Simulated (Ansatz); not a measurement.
## CrO2 under changes of volume

One of the cells (9.502 Å³/atom); the others are scaled copies at fixed shape and fractional positions:

```
Cr O
1.0
     4.42100    0.00000    0.00000
     0.00000    4.42100    0.00000
     0.00000    0.00000    2.91700
Cr O
2 4
Direct
  0.50000 0.50000 0.50000
  0.00000 0.00000 0.00000
  0.80100 0.19900 0.50000
  0.69900 0.69900 0.00000
  0.19900 0.80100 0.50000
  0.30100 0.30100 0.00000
```

- Program: Ansatz 0.2.0
- Functional: PBEsol
- Potentials or basis: Ansatz PAW
- Cutoff: 420 eV (not typed: the program's choice for these potentials)
- k mesh: 6 × 6 × 9
- Occupations: fermi-dirac, width 0.05 eV
- Spin: collinear spin, ferromagnetic start
- Starting moments: [3.0, 3.0, 0.0, 0.0, 0.0, 0.0] μB

| volume (Å³/atom) | energy over the lowest point (meV/atom) | pressure (GPa) | largest force (eV/Å) |
| --- | --- | --- | --- |
| 8.932 | 10.58 | 10.7 | 0.218 |
| 9.122 | 1.71 | 4.3 | 0.263 |
| 9.312 | 0.00 | -1.3 | 0.305 |
| 9.502 | 4.58 | -6.4 | 0.342 |
| 9.692 | ? | ? | ? |
| 9.882 | 30.16 | -14.9 | 0.409 |
| 10.072 | 49.98 | -18.4 | 0.437 |

Question: What does the run at 9.692 Å³/atom give?

Answer: Energy over the lowest point 14.85 meV/atom; pressure -10.9 GPa; largest force 0.377 eV/Å.

Worked out: A Birch-Murnaghan fit of order 3 (a polynomial in V^(-2/3)) to the other rows has its minimum at 9.27 Å³/atom with B0 = V·E''(V) = 268 GPa and B' = 4.6 at fixed shape and positions, which overstates the stiffness. It gives 14.85 meV/atom at 9.692 Å³/atom, against the run's 14.85, and -dE/dV = -10.9 GPa, against -10.9.

Energies are extrapolated to zero smearing.

Caveats: only a ferromagnetic start was run, and an antiferromagnetic order may lie lower in energy; the PAW data sets come from PBE, with cores solved anew for the run's functional, which leaves a small shift of forces and pressure.
